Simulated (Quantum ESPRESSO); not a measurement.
# Ge (I4_1/amd) in Quantum ESPRESSO: convergence with SCF threshold

Aim: find how far SCF threshold must go before the results for Ge settle, at PBE. This setting moves, with any that are tied to it; all else stays.

All numbers are computed with Quantum ESPRESSO 7.5; they aren't measurements. Logs are shortened: lines on timing, memory, paths and dates and some standing lists are left out, and cuts for length are marked.

### Step 1. The crystal as given

The structure is tetragonal, space group I4_1/amd (No. 141). Conventional cell: a = 5.149 Å, b = 5.149 Å, c = 2.795 Å, α = 90.00°, β = 90.00°, γ = 90.00°. Around Ge (site symmetry -4m2) lie 6 Ge at 2.67 to 2.79 Å.

This isn't the form of Ge at room conditions, which is diamond.

### Step 2. With SCF threshold 0.001 Ry

File pw.in:

```
&CONTROL
  calculation = 'scf'
  prefix = 'pwscf'
  outdir = './tmp'
  pseudo_dir = './pseudo'
  tprnfor = .true.
  tstress = .true.
  disk_io = 'nowf'
/
&SYSTEM
  ibrav = 0
  nat = 2
  ntyp = 1
  ecutwfc = 124
  nbnd = 31
  occupations = 'smearing'
  smearing = 'fd'
  degauss = 0.00999582
/
&ELECTRONS
  conv_thr = 0.001
  electron_maxstep = 120
  mixing_beta = 0.5
/
ATOMIC_SPECIES
Ge    72.6300 Ge.upf
CELL_PARAMETERS angstrom
  -2.5744897190    2.5744897190    1.3974126432
   2.5744897190   -2.5744897190    1.3974126432
   2.5744897190    2.5744897190   -1.3974126432
ATOMIC_POSITIONS crystal
Ge     0.5000000000    0.5000000000    0.0000000000
Ge     0.2500000000    0.7500000000    0.5000000000
K_POINTS automatic
6 6 6 0 0 0
```

Potentials or basis: PseudoDojo 0.4 SR PBE stringent.

Launch:

```bash
$ OMP_NUM_THREADS=1 pw.x -in pw.in > pw.out
```

It took 47 s on 1 thread of Arm Neoverse V1, shared host; peak memory 0.16 GiB.

Results:

| Item | Value |
| --- | --- |
| Free energy | -15218.6001 eV |
| Pressure | 5.7 GPa |
| Band gap on the k mesh | none (metal or under the smearing width) |

### Step 3. With SCF threshold 0.0001 Ry

pw.in, as its differences from that of step 2:

```diff
@@ -20,3 +20,3 @@
 &ELECTRONS
-  conv_thr = 0.001
+  conv_thr = 0.0001
   electron_maxstep = 120
```

Potentials or basis: PseudoDojo 0.4 SR PBE stringent.

Launch:

```bash
$ OMP_NUM_THREADS=1 pw.x -in pw.in > pw.out
```

Run time: 55 s. Hardware: 1 thread of Arm Neoverse V1, shared host; peak memory 0.16 GiB.

Results:

```
Free energy            : -15218.6002 eV
Pressure               : 2.9 GPa
Band gap on the k mesh : none (metal or under the smearing width)
```

### Step 4. With SCF threshold 1e-05 Ry

pw.in, as its differences from that of step 3:

```diff
@@ -20,3 +20,3 @@
 &ELECTRONS
-  conv_thr = 0.0001
+  conv_thr = 1d-05
   electron_maxstep = 120
```

Launch:

```bash
$ OMP_NUM_THREADS=1 pw.x -in pw.in > pw.out
```

Run time: 55 s. Hardware: 1 thread of Arm Neoverse V1, shared host; peak memory 0.16 GiB.

What came out:

```yaml
Free_energy: -15218.6002 eV
Pressure: 2.9 GPa
Band_gap_on_the_k_mesh: none (metal or under the smearing width)
```

### Step 5. With SCF threshold 1e-06 Ry

pw.in, as its differences from that of step 4:

```diff
@@ -20,3 +20,3 @@
 &ELECTRONS
-  conv_thr = 1d-05
+  conv_thr = 1d-06
   electron_maxstep = 120
```

Launch:

```bash
$ OMP_NUM_THREADS=1 pw.x -in pw.in > pw.out
```

Run time: 66 s. Hardware: 1 thread of Arm Neoverse V1, shared host; peak memory 0.16 GiB.

Results:

```yaml
Free_energy: -15218.6002 eV
Pressure: 3.2 GPa
Band_gap_on_the_k_mesh: none (metal or under the smearing width)
```

### Step 6. With SCF threshold 1e-07 Ry

pw.in, as its differences from that of step 5:

```diff
@@ -20,3 +20,3 @@
 &ELECTRONS
-  conv_thr = 1d-06
+  conv_thr = 1d-07
   electron_maxstep = 120
```

Potentials or basis: PseudoDojo 0.4 SR PBE stringent.

Launch:

```bash
$ OMP_NUM_THREADS=1 pw.x -in pw.in > pw.out
```

Run time: 75 s. Hardware: 1 thread of Arm Neoverse V1, shared host; peak memory 0.16 GiB.

The run converged. Its results:

```
Free energy            : -15218.6002 eV
Pressure               : 3.3 GPa
Band gap on the k mesh : none (metal or under the smearing width)
```

### Step 7. With SCF threshold 1e-08 Ry

pw.in, as its differences from that of step 6:

```diff
@@ -20,3 +20,3 @@
 &ELECTRONS
-  conv_thr = 1d-07
+  conv_thr = 1d-08
   electron_maxstep = 120
```

Launch:

```bash
$ OMP_NUM_THREADS=1 pw.x -in pw.in > pw.out
```

Wall time 75 s (1 thread of Arm Neoverse V1, shared host); peak memory 0.16 GiB.

It converged, with:

| Property | Result |
| --- | --- |
| Free energy | -15218.6002 eV |
| Pressure | 3.3 GPa |
| Band gap on the k mesh | none (metal or under the smearing width) |

### Step 8. With SCF threshold 1e-10 Ry

pw.in, as its differences from that of step 7:

```diff
@@ -20,3 +20,3 @@
 &ELECTRONS
-  conv_thr = 1d-08
+  conv_thr = 1d-10
   electron_maxstep = 120
```

Launch:

```bash
$ OMP_NUM_THREADS=1 pw.x -in pw.in > pw.out
```

Wall time 1.8 min (1 thread of Arm Neoverse V1, shared host); peak memory 0.16 GiB.

It converged, with:

```yaml
Free_energy: -15218.6002 eV
Pressure: 3.3 GPa
Band_gap_on_the_k_mesh: none (metal or under the smearing width)
```

### Step 9. With SCF threshold 1e-12 Ry

pw.in, as its differences from that of step 8:

```diff
@@ -20,3 +20,3 @@
 &ELECTRONS
-  conv_thr = 1d-10
+  conv_thr = 1d-12
   electron_maxstep = 120
```

Potentials or basis: PseudoDojo 0.4 SR PBE stringent.

Launch:

```bash
$ OMP_NUM_THREADS=1 pw.x -in pw.in > pw.out
```

pw.out:

```text
This program is part of the open-source Quantum ESPRESSO suite
     for quantum simulation of materials; please cite
         "P. Giannozzi et al., J. Phys.:Condens. Matter 21 395502 (2009);
         "P. Giannozzi et al., J. Phys.:Condens. Matter 29 465901 (2017);
         "P. Giannozzi et al., J. Chem. Phys. 152 154105 (2020);
     in publications or presentations arising from this work. More details at

     Message from routine setup:
     using ibrav=0 with symmetry is DISCOURAGED, use correct ibrav instead

     G-vector sticks info
     --------------------
     sticks:   dense  smooth     PW     G-vecs:    dense   smooth      PW
     Sum        1435    1435    457                46703    46703    8523

     Using Slab Decomposition

     bravais-lattice index     =            0
     lattice parameter (alat)  =       7.3696  a.u.
     unit-cell volume          =     250.0136 (a.u.)^3
     number of atoms/cell      =            2
     number of atomic types    =            1
     number of electrons       =        44.00
     number of Kohn-Sham states=           31
     kinetic-energy cutoff     =     124.0000  Ry
     charge density cutoff     =     496.0000  Ry
     scf convergence threshold =      1.0E-12
     mixing beta               =       0.5000
     number of iterations used =            8  plain     mixing
     Exchange-correlation= PBE
                           (   1   4   3   4   0   0   0)

     celldm(1)=   7.369631  celldm(2)=   0.000000  celldm(3)=   0.000000
     celldm(4)=   0.000000  celldm(5)=   0.000000  celldm(6)=   0.000000

     crystal axes: (cart. coord. in units of alat)
               a(1) = (  -0.660153   0.660153   0.358326 )
               a(2) = (   0.660153  -0.660153   0.358326 )
               a(3) = (   0.660153   0.660153  -0.358326 )

     reciprocal axes: (cart. coord. in units 2 pi/alat)
               b(1) = (  0.000000  0.757401  1.395379 )
               b(2) = (  0.757401  0.000000  1.395379 )
               b(3) = (  0.757401  0.757401  0.000000 )

     PseudoPot. # 1 for Ge read from file:
     Ge.upf
     Pseudo is Norm-conserving + core correction, Zval = 22.0
     Generated using ONCVPSP code by D. R. Hamann
     Using radial grid of 1560 points,  6 beta functions with:
                l(1) =   0
                l(2) =   0
                l(3) =   1
                l(4) =   1
                l(5) =   2
                l(6) =   2

     atomic species   valence    mass     pseudopotential
     Ge               22.00    72.63000     Ge( 1.00)

     16 Sym. Ops., with inversion, found ( 8 have fractional translation)

   Cartesian axes

     site n.     atom                  positions (alat units)
         1        Ge     tau(   1) = (   0.0000000   0.0000000   0.3583256  )
         2        Ge     tau(   2) = (   0.6601526   0.0000000   0.1791628  )

     number of k points=    30  Fermi-Dirac smearing, width (Ry)=  0.0100
                       cart. coord. in units 2pi/alat
        k(    1) = (   0.0000000   0.0000000   0.0000000), wk =   0.0092593
        k(    2) = (   0.1262334   0.1262334   0.0000000), wk =   0.0370370
        k(    3) = (   0.2524669   0.2524669   0.0000000), wk =   0.0370370
        k(    4) = (  -0.3787003  -0.3787003   0.0000000), wk =   0.0185185
        k(    5) = (   0.1262334   0.0000000   0.2325632), wk =   0.0740741
        k(    6) = (   0.2524669   0.1262334   0.2325632), wk =   0.1481481
[... 22 lines left out ...]
        k(   29) = (  -0.6311672  -0.1262334  -0.0000000), wk =   0.0370370
        k(   30) = (  -0.7574007  -0.7574007  -1.3953790), wk =   0.0092593

     Dense  grid:    46703 G-vectors     FFT dimensions: (  60,  60,  54)

     Initial potential from superposition of free atoms

     starting charge      43.9984, renormalised to      44.0000
     Starting wfcs are   26 randomized atomic wfcs +    5 random wfcs

     Self-consistent Calculation

     iteration #  1     ecut=   124.00 Ry     beta= 0.50
     Davidson diagonalization with overlap
     ethr =  1.00E-02,  avg # of iterations =  3.8

     Threshold (ethr) on eigenvalues was too large:
     Diagonalizing with lowered threshold

     Davidson diagonalization with overlap
     ethr =  1.88E-05,  avg # of iterations =  4.6

     total energy              =   -1118.54563596 Ry
     estimated scf accuracy    <       0.00839445 Ry

     iteration #  2     ecut=   124.00 Ry     beta= 0.50
     Davidson diagonalization with overlap
     ethr =  1.91E-05,  avg # of iterations =  1.9
[... 43 lines left out ...]
     total energy              =   -1118.54648420 Ry
     estimated scf accuracy    <          1.0E-10 Ry

     iteration #  9     ecut=   124.00 Ry     beta= 0.50
     Davidson diagonalization with overlap
     ethr =  2.27E-13,  avg # of iterations =  2.0

     End of self-consistent calculation

          k = 0.0000 0.0000 0.0000 (  5841 PWs)   bands (ev):

  -150.4309-150.4304 -97.5784 -97.5782 -97.5574 -97.5573 -97.5536 -97.5535
   -11.4366 -11.4004 -11.3684 -11.3641 -11.2627 -11.2627 -11.2564 -11.2564
   -11.1901 -11.1210   0.0247   9.2628  10.9929  10.9929  16.6143  20.9388
    20.9388  21.4789  21.6953  24.8246  25.7872  26.9777  28.0035

          k = 0.1262 0.1262 0.0000 (  5829 PWs)   bands (ev):

  -150.4309-150.4304 -97.5784 -97.5783 -97.5571 -97.5571 -97.5538 -97.5537
   -11.4223 -11.4028 -11.3764 -11.3511 -11.2689 -11.2558 -11.2528 -11.2508
   -11.1990 -11.1364   0.3315   7.3222  11.3288  12.2848  18.1373  18.7296
    19.5408  21.4275  21.6950  25.5298  25.9908  26.6479  28.8787
[... 50 lines left out ...]
          k = 0.5049 0.2525 0.4651 (  5831 PWs)   bands (ev):

  -150.4306-150.4305 -97.5800 -97.5799 -97.5564 -97.5564 -97.5543 -97.5543
   -11.3852 -11.3558 -11.3350 -11.3218 -11.2854 -11.2523 -11.2448 -11.2445
   -11.2151 -11.1858   4.9555   5.1422  10.2034  12.7293  13.5873  14.4922
    19.7009  19.9978  22.8473  23.4233  26.1025  26.5028  29.5162

          k = 0.1262-0.1262 0.4651 (  5804 PWs)   bands (ev):

  -150.4307-150.4303 -97.5799 -97.5799 -97.5571 -97.5570 -97.5537 -97.5536
   -11.4118 -11.3401 -11.3325 -11.3058 -11.2991 -11.2937 -11.2720 -11.2238
   -11.2062 -11.1450   2.4169   9.1369  12.1049  12.8829  13.8349  13.9382
    17.8906  18.0423  20.3597  22.1836  22.9061  29.4868  30.0557

          k =-0.3787-0.0000-0.6977 (  5814 PWs)   bands (ev):

  -150.4306-150.4304 -97.5805 -97.5805 -97.5573 -97.5554 -97.5552 -97.5533
   -11.3933 -11.3554 -11.3494 -11.3196 -11.2961 -11.2909 -11.2242 -11.2022
   -11.2005 -11.1668   5.2900   6.9461  10.6998  11.3140  11.9871  15.8198
    16.9059  18.8431  22.1310  24.8733  25.7760  26.5409  27.2384
[... 120 lines left out ...]
          k =-0.7574-0.7574-1.3954 (  5878 PWs)   bands (ev):

  -150.4306-150.4306 -97.5783 -97.5783 -97.5577 -97.5577 -97.5532 -97.5532
   -11.4049 -11.4049 -11.2736 -11.2736 -11.2611 -11.2611 -11.2605 -11.2605
   -11.2532 -11.2532   4.4513   4.4513   7.4242   7.4242  19.4971  19.4971
    24.3602  24.3602  28.6570  28.6570  30.0193  30.0193  30.9051

     the Fermi energy is    13.4790 ev

!    total energy              =   -1118.54648420 Ry
     estimated scf accuracy    <          3.6E-13 Ry
     smearing contrib. (-TS)   =      -0.00417787 Ry
     internal energy E=F+TS    =   -1118.54230633 Ry

     The total energy is F=E-TS. E is the sum of the following terms:
     one-electron contribution =    -892.07397360 Ry
     hartree contribution      =     437.05687810 Ry
     xc contribution           =    -110.17771774 Ry
     ewald contribution        =    -553.34749309 Ry

     convergence has been achieved in   9 iterations

     Forces acting on atoms (cartesian axes, Ry/au):

     atom    1 type  1   force =     0.00000000    0.00000000    0.00000000
     atom    2 type  1   force =    -0.00000000   -0.00000000   -0.00000000

     Total force =     0.000000     Total SCF correction =     0.000000

     Computing stress (Cartesian axis) and pressure

          total   stress  (Ry/bohr**3)                   (kbar)     P=       33.13
   0.00027462  -0.00000000   0.00000000           40.40       -0.00        0.00
  -0.00000000   0.00027462  -0.00000000           -0.00       40.40       -0.00
  -0.00000000   0.00000000   0.00012642           -0.00        0.00       18.60

=------------------------------------------------------------------------------=
   JOB DONE.
=------------------------------------------------------------------------------=
```

Run time: 1.8 min. Hardware: 1 thread of Arm Neoverse V1, shared host; peak memory 0.16 GiB.

Results:

* Free energy: -15218.6002 eV
* Pressure: 3.3 GPa
* Band gap on the k mesh: none (metal or under the smearing width)

### Step 10. The series at a glance

| SCF threshold | energy less the tightest run, at zero smearing (meV/atom) | pressure (GPa) | SCF cycles | CPU time (s) | peak memory (GiB) |
| --- | --- | --- | --- | --- | --- |
| 0.001 Ry | 0.04 | 5.74 | 3 | 47 | 0.16 |
| 0.0001 Ry | 0.01 | 2.93 | 4 | 55 | 0.16 |
| 1e-05 Ry | 0.01 | 2.93 | 4 | 55 | 0.16 |
| 1e-06 Ry | 0.00 | 3.24 | 5 | 66 | 0.16 |
| 1e-07 Ry | 0.00 | 3.31 | 6 | 75 | 0.16 |
| 1e-08 Ry | 0.00 | 3.31 | 6 | 75 | 0.16 |
| 1e-10 Ry | 0.00 | 3.31 | 9 | 110 | 0.16 |
| 1e-12 Ry | 0.00 | 3.31 | 9 | 110 | 0.16 |

Against the tightest run, the energy stays within 1 meV/atom from 0.001 Ry on; the pressure stays within 0.1 GPa from 1e-06 Ry on. The tightest run that finished is the yardstick and may itself not be fully converged.

Caveats: all runs use coarse meshes.
